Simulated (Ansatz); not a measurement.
Crystal: Nb.

```
CELL_PARAMETERS angstrom
0.00000 2.11500 2.11500
2.11500 0.00000 2.11500
2.11500 2.11500 0.00000
ATOMIC_POSITIONS crystal
Nb 0.00000 0.00000 0.00000
```

This isn't the form of Nb at room conditions, which is bcc.

Below is the output of Ansatz 0.2.0 for this cell. Logs are shortened: lines on timing, memory, paths and dates and some standing lists are left out, and cuts for length are marked.

```text
Warning: RAYON_NUM_THREADS=2 ignored (pool sized by the plan → 2); use --threads N
Engine: ansatz 0.2.0, aarch64-unknown-linux-gnu
Pseudopotentials: kind: paw
Pseudopotential: Nb, paw, valence charge 13, recommended cutoff 420 eV (normal), Nb.paw.azcp
Functional definition: SPW92
  exchange = slater_x
  correlation = pw_c
Crystal: 1 atoms, lattice volume = 18.922 Å³
Basis set: ecut = 420 eV, 339 PW (Γ)
Bands: 11, of which v1, the nominal top of the filled ones, is band 7 counted from 1 (6 counted from 0)
Symmetry: 48 space group operations
Space group: Fm-3m (ITA 225), of the structure as read, at distance tolerance 2.7e-5 Å
k-points: 29 of 512
Non-local potential: Nb, projectors of the file, l = 0: 3, l = 1: 2, l = 2: 2, l = 3: 1
PAW form: soft (Blöchl's): semilocal exchange-correlation on the pseudo side does not see the compensation charge
PAW frozen core: Nb, regenerated for the run's functional, and the local potential with it (the file was generated under x = pbe(κ = 0.804, μ = 0.2195149727645171), c = pbe(β = 0.06672455060314922))
PAW one-centre angular grid: Nb, 590 points (default); XC on 64 Gauss nodes
Initial density: superposition of atomic densities (neutral atoms: chi_scale 0, normalization atom), corrected by the library's trained network
Initial wavefunctions: pseudopotential atomic-orbital guess
Functional: x = slater, c = lda
SCF iter   1: F=—  HF=-4442.187287 eV  |F-HF|=—  |Δ(HF+E_count)|=         —  Δρ=6.13e-3  dr2=2.00e-3  ethr=1.77e-3  ⟨swp⟩=5.1  Hψ=1880  notcnv=0
preconditioner: auto → none  [metal: Δε(μ)=0.031 eV  Ē_g=7.043 eV  σ=0.050 eV  W_gap=0.15  n_scr=0 (ndim 8)  ℏωp=19.1 eV  f_vac=0.000  D(μ)=1.53/eV (n_scr^D=14)]
SCF iter   2: F=—  HF=-4442.186963 eV  |F-HF|=—  |Δ(HF+E_count)|=   3.24e-4  Δρ=2.95e-3  dr2=3.56e-4  ethr=1.54e-5  ⟨swp⟩=1.9  Hψ=646  notcnv=0
SCF iter   3: F=—  HF=-4442.186966 eV  |F-HF|=—  |Δ(HF+E_count)|=   3.32e-6  Δρ=4.06e-4  dr2=1.11e-5  ethr=2.74e-6  ⟨swp⟩=1.0  Hψ=316  notcnv=0
SCF iter   4: F=—  HF=-4442.186967 eV  |F-HF|=—  |Δ(HF+E_count)|=   1.19e-6  Δρ=6.43e-5  dr2=3.11e-7  ethr=8.51e-8  ⟨swp⟩=2.4  Hψ=495  notcnv=0
SCF iter   5: F=—  HF=-4442.186968 eV  |F-HF|=—  |Δ(HF+E_count)|=   1.17e-6  Δρ=2.23e-5  dr2=3.59e-8  ethr=2.39e-9  ⟨swp⟩=2.1  Hψ=456  notcnv=0
SCF iter   6: F=—  HF=-4442.186968 eV  |F-HF|=—  |Δ(HF+E_count)|=   1.63e-8  Δρ=5.21e-6  dr2=1.83e-9  ethr=2.76e-10  ⟨swp⟩=2.2  Hψ=499  notcnv=0
[... 67 lines left out ...]
  E_smearing   = -0.012665  (= −TS)
  E_closure    = 0.000000  (closes the sum)
  Σ components = -4442.186968   (vs F -4442.186968, Δ=0.00e0)
--- Forces (eV/Å), atoms counted from 1 ---
  atom   1  Nb    -0.00000000    -0.00000000     0.00000000
  max |Σ_I F_I| component: 1.64e-32 eV/Å
--- Stress (GPa, compression-positive) ---
      -10.927784       0.000000      -0.000000
        0.000000     -10.927784      -0.000000
        0.000000       0.000000     -10.927784
  P = ⅓ Tr σ = -10.9278 GPa (-109.278 kbar)
--- Band table (eV; the first three rows and the last of 29) ---
  k-point 0: bands = ["-37.7573", "-13.2207", "-13.2207", "-13.2207", "10.6817", "16.9601", "16.9601", "16.9601", "19.5051", "19.5051", "28.6763"]
  k-point 1: bands = ["-37.7299", "-13.4026", "-13.2434", "-13.2434", "11.2379", "16.5744", "17.1934", "17.1934", "19.3247", "19.3247", "29.7153"]
  k-point 2: bands = ["-37.6630", "-13.8262", "-13.2977", "-13.2977", "12.4698", "16.1880", "17.3195", "17.3195", "19.5835", "19.5835", "29.1188"]
  k-point 28: bands = ["-37.5042", "-13.9857", "-13.9857", "-13.6581", "14.2471", "15.7731", "15.7731", "18.7007", "22.0605", "26.8397", "26.8397"]
--- Elastic constants: 2 strain directions × 2 members + reference (group order 48) ---
  dense FFT box of the reference and of every strained cell: 24×24×24
  strains applied: 11, 23; error gains: componentwise 1.00 (the most a stress slope's error grows in a printed constant), spectral 1.73 (1 for all six strains in a standard setting)
  C = ∂σ_k/∂η_j (tension-positive GPa; Voigt order 11 22 33 23 13 12):
       -30.872    226.495    226.495      0.000      0.000     -0.000
       226.495    -30.872    226.495     -0.000      0.000      0.000
       226.495    226.495    -30.872     -0.000     -0.000      0.000
         0.000     -0.000      0.000    -64.394     -0.000      0.000
         0.000     -0.000     -0.000      0.000    -64.394     -0.000
        -0.000      0.000     -0.000      0.000     -0.000    -64.394
  reference stress σ⁰ (GPa):     10.928     10.928     10.928     -0.000      0.000     -0.000
  C* (energy form; C + prestress term) asymmetry max|C*_kj − C*_jk| = 1.421e-13 GPa — a small one proves nothing (zero by symmetry where the batch's group is 432, −43m or m−3m); a large one is finite-difference/SCF noise where every solve meets its electron count
  moduli (Voigt/Reuss/Hill, GPa): K = 140.71/140.71/140.71   G = -90.11/-80.48/-85.29   E = -320.68   ν = 0.880
  mechanically stable: NO (min eigenvalue of sym C = -257.37 GPa)
  strain η (Voigt 11):  stress-route row diagonal C_11 = -30.87 GPa, energy-path curvature d²(F+E_count+ΔE)/dδ²/Ω₀ = -30.76 GPa
         δ    σ_11 (GPa)             F (eV)   n_scf  n_hpsi   n_pw
    -2.000e-3      10.9946       -4442.1895576       6   10747    380
     2.000e-3      10.8711       -4442.1843937       5    9202    380
  strain η (Voigt 23):  stress-route row diagonal C_44 = -64.39 GPa, energy-path curvature d²(F+E_count+ΔE)/dδ²/Ω₀ = -69.80 GPa
         δ    σ_23 (GPa)             F (eV)   n_scf  n_hpsi   n_pw
    -2.000e-3       0.1288       -4442.1869843       7   19946    380
     2.000e-3      -0.1288       -4442.1869843       5   14300    380
```

Problem. What input gives this log?

Solution. Elastic constants with LDA, no spin polarisation. The files as run (others can give the same):

input.yaml
```yaml
crystal:
  lattice:
    - [0.0, 2.115, 2.115]
    - [2.115, 0.0, 2.115]
    - [2.115, 2.115, 0.0]
  atoms:
    - { symbol: Nb, position: [0.0, 0.0, 0.0] }
hamiltonian:
  xc: lda
  pseudopotentials: { kind: paw }
kpoints:
  mp_grid: { grid: [8, 8, 8] }
scf:
  occupations: { method: fermi_dirac, width: 0.05 }
output:
  forces: true
  stress: true
elastic:
  mode: clamped_ion
  stencil: two_point
```

Potentials or basis: Ansatz PAW.
Command:
```console
$ ansatz run input.yaml --threads 2 --pin off --max-ram 5632MiB --backend cpu --events-out ev --progress --plain --runs-dir out
```

Caveat: the cell is more than 3 GPa from zero pressure, which shifts response properties; the elastic tensor has a negative eigenvalue, so either the cell is unstable as it stands or the mesh is too thin; the PAW data sets come from PBE, with cores solved anew for the run's functional, which leaves a small shift of forces and pressure.
